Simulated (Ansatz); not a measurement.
Starting cell, AlSb (zinc blende):

```
AlSb
1.0
    0.00000     6.22551     6.22551
    3.11275     0.00000     3.11275
    3.11275     3.11275     0.00000
Sb Al
2 2
Direct
  0.37500   0.75000   0.75000
  0.87500   0.75000   0.75000
  0.00000   0.00000   0.00000
  0.50000   0.00000   0.00000
```

Two-dimensional scan of atom 1 (Sb, nearest neighbour Al at 2.696 Å; its periodic images, 4.4 Å or more away, move with it): u runs along (1.000, 0.000, 0.000), v along (0.000, 1.000, 0.000) (Cartesian). Cell and other atoms are fixed.

These are PBE (plane waves to 420 eV, PAW, scalar-relativistic; Ansatz, an electronic-structure program) values and carry that method's errors. k mesh 5×10×10 (Γ-centred), Fermi-Dirac smearing 0.05 eV. As the smearing reaches across the gap at some points, energies and forces of such displacements shift with the k mesh and the smearing. Fu and Fv are the components of the force on the atom. AlSb was relaxed with its symmetry unable to fall. Spin-orbit coupling is left out, though Sb is heavy. The last digit holds for this mesh only.

Changes of Fu (eV/Å) from the point u = 0.000 Å, v = 0.000 Å when one coordinate moves alone (two changes are said to add if the coupling is within 5 % of the smaller one, nearly so within 20 %):

```tsv
point	change
u = 0.000 Å, v = -0.400 Å	-0.164
u = 0.000 Å, v = -0.267 Å	-0.101
u = 0.000 Å, v = -0.133 Å	-0.048
u = -0.400 Å, v = 0.000 Å	2.860
u = -0.267 Å, v = 0.000 Å	2.014
u = -0.133 Å, v = 0.000 Å	1.039
u = 0.133 Å, v = 0.000 Å	-1.037
u = 0.267 Å, v = 0.000 Å	-2.004
u = 0.400 Å, v = 0.000 Å	-2.838
u = 0.000 Å, v = 0.133 Å	0.046
u = 0.000 Å, v = 0.267 Å	0.094
u = 0.000 Å, v = 0.400 Å	0.146
```

### Question
Do the two effects add at u = 0.133 Å, v = -0.267 Å? Give the computed change.

### Answer
The sum of the single changes is -1.037 + (-0.101) = -1.138; the calculation gives -1.235, so the coupling contributes -0.097 (over 20 % of the smaller single change, not additive).

### Question
What is the change at u = 0.267 Å, v = 0.400 Å, where both move, and how far is it from the sum?

### Answer
The sum of the single changes is -2.004 + (0.146) = -1.858; the calculation gives -2.227, so the coupling contributes -0.369 (over 20 % of the smaller single change, not additive).

(A displaced cell: forces are minus the slopes of the energy, force constants its curvatures, and phonons follow from these.)
